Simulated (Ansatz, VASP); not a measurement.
## Cross-check of Si (silicene, 1 layer) between VASP and Ansatz

One calculation is typed for both programs; each brings its own data sets. How far apart do they land? Of the first pair: The structure shown is the start of the Ansatz relaxation below; VASP solves that cell, so the two are compared at the walk's first step.

Program: Ansatz 0.2.0. Level of theory: plane waves, with VASP 6.6.1 beside it; single point at PBE. Results are calculated unless marked as measured.

## Step 1: The structure

The cell holds 2 atoms: 2 Si. Cell: a = 3.870 Å, b = 3.870 Å, c = 16.450 Å, α = 90.0°, β = 90.0°, γ = 120.0°. Vacuum lies along c.

## Step 2: Ansatz: relaxation, PBE

Ansatz runs on its default PAW (the set named soft_2) files.

The two programs are compared at the cell with which this relaxation starts, whose forces are those of its first step.

Contents of input.yaml:

```yaml
crystal:
  lattice:
    - [3.87, 0.0, 0.0]
    - [-1.935, 3.3515183126, 0.0]
    - [0.0, 0.0, 16.45]
  atoms:
    - { symbol: Si, position: [0.6666666667, 0.3333333333, 0.4863221884] }
    - { symbol: Si, position: [0.3333333333, 0.6666666667, 0.5136778116] }
kpoints:
  mp_grid: { grid: [12, 12, 1] }
hamiltonian:
  xc: pbe
scf:
  occupations: { method: fermi_dirac, width: 0.05 }
  convergence: { dr2_threshold: 1.0e-08 }
efield:
  axis: 3
  dipole_correction: true
  ramp_position: 0.97
  ramp_width: 0.04
relax:
  f_tol: 0.01
  cell: { fix: [c, alpha, beta] }
output:
  write_potential: true
  write_density: true
  volumetric_format: npy
```

Command:

```bash
$ ansatz run input.yaml --threads 4 --pin off --max-ram 8192MiB --backend cpu --events-out ev --progress --plain --runs-dir out
```

Numbers of over 12 decimals in the logs are rounded to 6 here.

Output:

```text
Warning: relax.cell: scf.convergence.dr2_threshold = 1e-8 eV is looser than the 2e-10 eV advised for a relaxation that steers and ends on the stress (1e-10 eV for each atom of the cell: 2). What an SCF threshold leaves in a stress goes as its square root, and in the free energy as the threshold itself, and one threshold admits the most on a small cell: [figures from the program's tests cut] Set scf.convergence.dr2_threshold to 2e-10 eV or tighter. The threshold is an SCF's pass mark: one that does not reach it within its budget of iterations ends unconverged, or closes short of it on a stop that the run arms, and scf.convergence.dr2_threshold's page says what that costs each kind of run
Engine: ansatz 0.2.0, aarch64-unknown-linux-gnu
Pseudopotentials: kind: paw
Pseudopotential: Si, paw, valence charge 4, recommended cutoff 420 eV (normal), Si.paw.azcp
Functional definition: PBE
  parameter kappa = 0.804
  parameter beta = 0.066725
  exchange = pbe_x(kappa = kappa, mu = beta*pi^2/3)
  correlation = pbe_c(beta = beta)
Crystal: 2 atoms, lattice volume = 213.363 Å³
Basis set: ecut = 420 eV, 4243 PW (Γ), exchange–correlation on 54×54×240 points (8 copies of the dense FFT grid, shifted against one another)
Bands: 8, of which v1, the nominal top of the filled ones, is band 4 counted from 1 (3 counted from 0)
Symmetry: 6 space group operations
k-points: 19 of 144 (time reversal used)
Non-local potential: Si, projectors of the file, l = 0: 2, l = 1: 2, l = 2: 2
PAW form: soft (Blöchl's): semilocal exchange-correlation on the pseudo side does not see the compensation charge
PAW one-centre angular grid: Si, 110 points (default); XC on 64 Gauss nodes
Initial density: superposition of atomic densities (neutral atoms: chi_scale 0, normalization atom), corrected by the library's trained network
Initial wavefunctions: pseudopotential atomic-orbital guess
Functional: x = pbe(κ = 0.804, μ = 0.219515), c = pbe(β = 0.066725)
SCF iter   1: F=—  HF=-1270.335312 eV  |F-HF|=—  |Δ(HF+E_count)|=         —  Δρ=7.54e-4  dr2=1.74e-3  ethr=1.77e-3  p=-0.000 e·Å  D=-2.13e-4 V/Å  ΔV_dip=0.00 eV  dr2_dipole=1.29e-7  V_vac-E_F(+/−)=4.67/4.67 eV  ⟨swp⟩=8.0  Hψ=1631  notcnv=0
efield: sawtooth ramp at fractional position 0.9700 (set: `efield.ramp_position`, or a place that a band, a saddle search or an elastic batch's reference lends), width 0.0400; the density the first Hamiltonian is built on has a dipole p = -0.000 e·Å; the dipole correction subtracts the counter field D = -2.13e-4 V/Å, which shifts the + side's vacuum level by +0.00 eV against the − side's; the planar-averaged density in the ramp window peaks in size at 2.2e-5 e/Å³
preconditioner: auto → LDOS  [metal: Δε(μ)=0.000 eV  Ē_g=8.392 eV  σ=0.050 eV  W_gap=0.00  n_scr=8 (ndim 8)  ℏωp=7.2 eV  f_vac=0.688  D(μ)=0.28/eV (n_scr^D=2)  β→1.0]
SCF iter   2: F=—  HF=-1270.340311 eV  |F-HF|=—  |Δ(HF+E_count)|=   5.00e-3  Δρ=1.26e-4  dr2=3.24e-5  ethr=2.18e-5  p=0.000 e·Å  D=8.76e-5 V/Å  ΔV_dip=-0.00 eV  dr2_dipole=1.70e-7  V_vac-E_F(+/−)=4.59/4.60 eV  ⟨swp⟩=2.9  Hψ=462  notcnv=0
SCF iter   3: F=—  HF=-1270.340334 eV  |F-HF|=—  |Δ(HF+E_count)|=   2.34e-5  Δρ=2.31e-5  dr2=3.49e-6  ethr=4.06e-7  p=-0.000 e·Å  D=-1.30e-4 V/Å  ΔV_dip=0.00 eV  dr2_dipole=3.64e-7  V_vac-E_F(+/−)=4.60/4.60 eV  ⟨swp⟩=2.3  Hψ=225  notcnv=0
SCF iter   4: F=—  HF=-1270.340339 eV  |F-HF|=—  |Δ(HF+E_count)|=   4.68e-6  Δρ=1.50e-5  dr2=2.65e-6  ethr=4.36e-8  p=0.000 e·Å  D=1.54e-4 V/Å  ΔV_dip=-0.00 eV  dr2_dipole=5.08e-7  V_vac-E_F(+/−)=4.60/4.60 eV  ⟨swp⟩=2.7  Hψ=226  notcnv=0
SCF iter   5: F=—  HF=-1270.340338 eV  |F-HF|=—  |Δ(HF+E_count)|=   3.47e-7  Δρ=5.12e-6  dr2=1.51e-7  ethr=3.32e-8  p=0.000 e·Å  D=2.96e-5 V/Å  ΔV_dip=-0.00 eV  dr2_dipole=1.97e-8  V_vac-E_F(+/−)=4.60/4.60 eV  ⟨swp⟩=1.6  Hψ=175  notcnv=0
SCF iter   6: F=-1270.340339 eV  HF=-1270.340339 eV  |F-HF|=2.44e-9  |Δ(HF+E_count)|=   2.83e-8  Δρ=1.35e-6  dr2=9.23e-9  ethr=1.25e-10  p=0.000 e·Å  D=8.05e-6 V/Å  ΔV_dip=-0.00 eV  dr2_dipole=1.23e-9  V_vac-E_F(+/−)=4.60/4.60 eV  ⟨swp⟩=8.0  Hψ=928  notcnv=0
SCF 1 converged in 6 iterations: F = -1270.340339 eV  dr2 = 9.23e-9
  greatest PAW one-centre occupation: 0.650 electrons in one spin orbital (limit 2), on the Si atom at site 1 (counted from 0), in its partial waves of l = 0
relax step   1: F+E_penalty+E_count = -1270.34033853 eV  Δ(F+E_penalty+E_count) = +0.000e0 eV  max|allowed force component| = 1.668e-3 eV/Å  Δτ_max = 0.0000 Å  P = -0.015 GPa  Ω = 213.363 Å³  fix = [c, alpha, beta]  reactions: c +0.001 GPa  (6 SCF iters, accepted)
Initial density: handed on by an earlier stage of this run
Initial wavefunctions: pseudopotential atomic-orbital guess (no wavefunctions were taken with the density)
iter 1 solved again at ethr=1.02e-6 eV; its pass at ethr=3.10e-3 eV (dr2=8.19e-5 eV) is discarded
SCF iter   1: F=—  HF=-1270.340331 eV  |F-HF|=—  |Δ(HF+E_count)|=         —  Δρ=1.58e-6  dr2=1.03e-8  ethr=1.02e-6  p=0.000 e·Å  D=8.05e-6 V/Å  ΔV_dip=-0.00 eV  dr2_dipole=1.20e-9  V_vac-E_F(+/−)=4.60/4.60 eV  ⟨swp⟩=3.7  Hψ=2126  notcnv=0
efield: sawtooth ramp at fractional position 0.9700 (set: `efield.ramp_position`, or a place that a band, a saddle search or an elastic batch's reference lends), width 0.0400; the density the first Hamiltonian is built on has a dipole p = 0.000 e·Å; the dipole correction subtracts the counter field D = 8.05e-6 V/Å, which shifts the + side's vacuum level by -0.00 eV against the − side's; the planar-averaged density in the ramp window peaks in size at 9.4e-9 e/Å³
eigensolver tolerance schedule: the retry pair's looser diagonalisation over-reported the residual by 7931.33 of it (diagonalisation noise at an unbounded share of the residual, at the tolerance the schedule requests for it); recorded, not acted on — ethr = c·dr2/N_el stays at c = 1.0e-1
preconditioner: auto → LDOS  [insulator: Δε(μ)=0.555 eV  Ē_g=8.404 eV  σ=0.050 eV  W_gap=0.50  n_scr=8 (ndim 8)  ℏωp=7.2 eV  f_vac=0.670  D(μ)=0.28/eV (n_scr^D=2)  ε∞_Penn≈1.7  β→1.0]
SCF iter   2: F=—  HF=-1270.340339 eV  |F-HF|=—  |Δ(HF+E_count)|=   7.63e-6  Δρ=1.36e-6  dr2=1.74e-8  ethr=1.29e-10  p=-0.000 e·Å  D=-1.20e-5 V/Å  ΔV_dip=0.00 eV  dr2_dipole=3.09e-9  V_vac-E_F(+/−)=4.60/4.60 eV  ⟨swp⟩=3.4  Hψ=311  notcnv=0
SCF iter   3: F=-1270.340339 eV  HF=-1270.340339 eV  |F-HF|=6.22e-10  |Δ(HF+E_count)|=  2.34e-10  Δρ=4.15e-7  dr2=1.02e-9  ethr=1.25e-10  p=0.000 e·Å  D=2.67e-6 V/Å  ΔV_dip=-0.00 eV  dr2_dipole=1.56e-10  V_vac-E_F(+/−)=4.60/4.60 eV  ⟨swp⟩=9.5  Hψ=1223  notcnv=0
SCF 2 converged in 3 iterations: F = -1270.340339 eV  dr2 = 1.02e-9
relax step   2: F+E_penalty+E_count = -1270.34033853 eV  Δ(F+E_penalty+E_count) = -5.283e-9 eV  max|allowed force component| = 1.672e-3 eV/Å  Δτ_max = 0.0000 Å  P = -0.015 GPa  Ω = 213.363 Å³  fix = [c, alpha, beta]  reactions: c +0.001 GPa  stress off target by 2.25e-2 GPa on what of the cell is left free  SCF on the basis re-selected at this cell (its energy is not comparable with the rows above)  (3 SCF iters)
basis re-selected at this cell: Δ(F+E_penalty+E_count) = -5.283e-9 eV, ΔP = -0.000 GPa vs the last step (what re-selecting the basis moved, of the pressure what is left beyond the Pulay correction that the steps carried, after the strain that the cell walked since its last selection, with what the two solves' SCF thresholds leave and, on support functions, any second-order correction that the steps lacked; it is no m [...]
SCF converged after 3 iterations
Free energy (F): -1270.340339 eV
Harris-Foulkes:  -1270.340339 eV  (|F-HF|=6.22e-10)
Internal energy: -1270.338408 eV  (E = F + TS)
E sigma→0 (E₀):  -1270.339373 eV
Entropy (-TS):   -0.001930 eV (-0.965 meV/atom)
Fermi energy:    -2.512232 eV
Dipole field:    D = -0.000014 V/Å  (p = -0.000016 e·Å, saw-weighted, corrected)
Work function:   Φ+ = 4.5986 eV   Φ− = 4.5984 eV
Levels:          The Fermi level and band energies are counted from a zero that moves with the ramp; work functions are not
--- Per-component energies (eV) ---
  E_band       = -59.643831
  E_kinetic    = 77.629032
  E_local      = -962.039780  (includes V_loc(G=0)·N_el)
  E_nonlocal   = 52.280364
  E_hartree    = 433.994898
  E_xc         = -108.462753
  E_vxc        = -90.789671  (∫ρ·V_xc dr)
  E_paw        = -1025.327795  (= ΣΔE_a)
  E_vpaw       = -4.713399  (= ΣTr[D̂ρ^β])
  E_aug_tail   = 0.000013  (compensation charges beyond the density's cutoff)
  E_efield     = 0.000000  (sawtooth field / dipole correction)
  E_vefield    = 0.000018  (∫n·V_field dr)
  E_ewald      = 261.587614
  E_smearing   = -0.001930  (= −TS)
  E_closure    = 0.000000  (closes the sum)
  Σ components = -1270.340339   (vs F -1270.340339, Δ=0.00e0)
--- Forces (eV/Å), atoms counted from 1 ---
  atom   1  Si     0.00000000    -0.00000000    -0.00166233
  atom   2  Si     0.00000000     0.00000000     0.00168207
  max |Σ_I F_I| component: 1.97e-5 eV/Å
--- Stress (GPa, compression-positive) ---
       -0.022455       0.000000      -0.000000
        0.000000      -0.022455       0.000000
       -0.000000       0.000000       0.000521
  P = ⅓ Tr σ = -0.0148 GPa (-0.148 kbar)
--- Band table (eV; the first three rows and the last of 19) ---
  k-point 0: bands = ["-13.5967", "-5.6709", "-3.7810", "-3.7810", "-0.6657", "0.0695", "0.4546", "0.4546"]
  k-point 1: bands = ["-13.5159", "-5.6163", "-4.3867", "-3.9242", "-0.2597", "0.1236", "0.5321", "0.7537"]
  k-point 2: bands = ["-13.2751", "-5.8229", "-5.1623", "-4.2532", "-0.4173", "0.2458", "1.5445", "1.5730"]
  k-point 18: bands = ["-10.3513", "-10.3513", "-6.9815", "-2.5122", "-2.5122", "1.5006", "3.1295", "3.5688"]
--- Relaxed structure (1 steps of the walk, 1 accepted, 1 SCFs on fresh bases) ---
  F+E_penalty+E_count = -1270.34033853 eV   max|allowed force component| = 1.672e-3 eV/Å   (the final SCF, on the basis selected at the relaxed cell)
  cell:  # Å, volume = 213.3627 Å³
    - [3.870000, 0.0, 0.0]
    - [-1.935000, 3.351518, 0.0]
    - [0.0, 0.0, 16.45]
  atoms:
    - { symbol: Si, position: [0.666667, 0.333333, 0.4863221884] }
    - { symbol: Si, position: [0.333333, 0.666667, 0.513678] }
```

## Step 3: VASP: single point, PBE, start cell, pair 1

The same cell, functional, mesh and smearing now go to VASP, with its own data sets.

Lines of VASP's logs that name or quote its potential files are left out, and so is its time.

Contents of INCAR:

```
SYSTEM = Si
PREC = Accurate
ENCUT = 400
EDIFF = 1E-06
NELM = 120
ISMEAR = -1
SIGMA = 0.05
LREAL = .FALSE.
ALGO = Normal
GGA = PE
NBANDS = 10
LORBIT = 11
LWAVE = .FALSE.
LCHARG = .FALSE.
ISIF = 2
LDIPOL = .TRUE.
IDIPOL = 3
DIPOL = 0.5 0.5 0.5
LVHAR = .TRUE.
LASPH = .TRUE.
GGA_COMPAT = .FALSE.
NELMDL = -8
```

Contents of POSCAR:

```
Si
1.0
    3.8700000000      0.0000000000      0.0000000000
   -1.9350000000      3.3515180000      0.0000000000
    0.0000000000      0.0000000000     16.4500000000
Si
2
Direct
    0.6666667164      0.3333334328      0.4863221884
    0.3333334328      0.6666668656      0.5136778116
```

Contents of KPOINTS:

```
Automatic mesh
0
Gamma
12 12 1
0 0 0
```

Potentials, in the order of the species: Si (PBE family, release 64).

Command:

```bash
$ mpirun -np 1 vasp_std
```

Output:

```text
[banner, memory and clock lines left out]
running    1 mpi-ranks, on    1 nodes
 distrk:  each k-point on    1 cores,    1 groups
 distr:  one band on    1 cores,    1 groups

 POSCAR found type information on POSCAR Si
 POSCAR found :  1 types and       2 ions
 LDA part: xc-table for (Slater+PW92), standard interpolation
 POSCAR, INCAR and KPOINTS ok, starting setup
 FFT: planning ... GRIDC
 FFT: planning ... GRID_SOFT
 FFT: planning ... GRID
 WAVECAR not read
 entering main loop
       N       E                     dE             d eps       ncg     rms          rms(c)
DAV:   1     0.291586440047E+02    0.29159E+02   -0.20956E+03   388   0.415E+02
DAV:   2    -0.746328697903E+01   -0.36622E+02   -0.35062E+02   520   0.791E+01
DAV:   3    -0.982965148574E+01   -0.23664E+01   -0.23559E+01   510   0.225E+01
DAV:   4    -0.987287143230E+01   -0.43220E-01   -0.43194E-01   532   0.398E+00
DAV:   5    -0.987387227959E+01   -0.10008E-02   -0.10007E-02   564   0.549E-01
DAV:   6    -0.987392308428E+01   -0.50805E-04   -0.50804E-04   574   0.798E-02
DAV:   7    -0.987392340681E+01   -0.32253E-06   -0.32268E-06   620   0.755E-03
DAV:   8    -0.987392341451E+01   -0.77001E-08   -0.77545E-08   554   0.913E-04    0.462E+00
DAV:   9    -0.967443639471E+01    0.19949E+00   -0.13983E-01   476   0.160E+00    0.275E+00
DAV:  10    -0.956928387450E+01    0.10515E+00   -0.31334E-01   500   0.248E+00    0.247E-01
DAV:  11    -0.956863638688E+01    0.64749E-03   -0.19400E-02   540   0.771E-01    0.147E-01
DAV:  12    -0.956841331578E+01    0.22307E-03   -0.55799E-04   596   0.121E-01    0.115E-01
DAV:  13    -0.956764954244E+01    0.76377E-03   -0.71930E-04   532   0.105E-01    0.453E-02
DAV:  14    -0.956743909182E+01    0.21045E-03   -0.22915E-04   554   0.631E-02    0.358E-02
DAV:  15    -0.956797153460E+01   -0.53244E-03   -0.37242E-04   396   0.712E-02    0.584E-02
DAV:  16    -0.956795008412E+01    0.21450E-04   -0.10870E-05   546   0.171E-02    0.270E-02
DAV:  17    -0.956816070580E+01   -0.21062E-03   -0.22220E-05   458   0.195E-02    0.214E-02
DAV:  18    -0.956818896547E+01   -0.28260E-04   -0.26725E-06   524   0.799E-03    0.200E-02
DAV:  19    -0.956830811221E+01   -0.11915E-03   -0.13608E-05   446   0.131E-02    0.352E-03
DAV:  20    -0.956831344693E+01   -0.53347E-05   -0.26074E-07   606   0.236E-03    0.309E-03
DAV:  21    -0.956833712274E+01   -0.23676E-04   -0.20572E-06   426   0.448E-03    0.148E-03
DAV:  22    -0.956833767736E+01   -0.55463E-06   -0.27201E-08   584   0.725E-04
   1 F= -.95683377E+01 E0= -.95673724E+01  d E =-.193046E-02
```

(Part 1 of 2 ends here.)

[Lines on the potential files, build, host, timing and source positions are cut from VASP's logs without a mark.]

[Logs are printed without paths, hosts, clocks, repeated set-up lines and the standing remarks that a program may print on its own settings, such as how far it seeks lower states.]

[Hosts, paths, dates, database ids (printed as entryN), source tags and the programs' standing remarks are cut or masked in the printed files.]
